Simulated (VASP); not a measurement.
GaN: single point with PBE

**What was measured.**

“Studying electronic properties in GaN without electrical contacts using γ-γ vs e−-γ Perturbed Angular Correlations”, 2019, pmc:6823545 quotes, for a bulk crystal of GaN: band gap 3.503 ± 0.005 eV (direct).

The system is GaN.

```xyz
4
Lattice="3.1800 0.0000 0.0000 -1.5900 2.7540 0.0000 0.0000 0.0000 5.1660" Properties=species:S:1:pos:R:3 pbc="T T T"
Ga    1.5900    0.9180    2.5830
Ga    0.0000    1.8360    0.0000
N     1.5900    0.9180    4.5203
N     0.0000    1.8360    1.9373
```

* Program: VASP 6.6.1
* Task: single point
* Functional: PBE
* Potentials or basis: VASP PAW PBE potentials, release 64 (Ga_d, N)
* Cutoff: 520 eV
* k mesh: 10 × 10 × 5
* Occupations: gaussian, width 0.012 eV
* Spin: no spin polarisation
* Further INCAR settings: ALGO = Normal; EDIFF = 1e-06; NBANDS = 26

```yaml
Pressure: 7.4 GPa
Largest_force: 0.135 eV/Å
Band_gap_on_the_k_mesh: 1.97 eV, direct
```

Forces on the atoms (eV/Å):
```
Ga   0.000  0.000 -0.135
Ga   0.000  0.000 -0.135
N    0.000  0.000  0.135
N    0.000  0.000  0.135
```

Stress tensor (GPa, compression positive):
```
6.63 0.00 0.00
0.00 6.63 0.00
0.00 0.00 8.80
```

Levels at points of the mesh, in eV from the valence-band top:
```
           k point  band 16  band 17  band 18  band 19  band 20  band 21
(0.00, 0.00, 0.00)    -0.06     0.00     0.00     1.97     4.30     9.26
(0.50, 0.00, 0.00)    -2.78    -2.26    -0.99     5.08     5.61     6.08
```

It took 29 s on 1 thread of AMD EPYC 9R45 (Zen 5), on a shared host, peak memory 0.15 GiB.

Against the measured gap of GaN, 3.503 eV (direct; quoted in “Studying electronic properties in GaN without electrical contacts using γ-γ vs e−-γ Perturbed Angular Correlations”, 2019, pmc:6823545), the calculated 1.97 eV is off by -1.53 eV. Spin-orbit coupling on Ga is left out. The value is that of PBE, without temperature or zero-point motion. Semilocal functionals fall short of measured gaps as a rule.
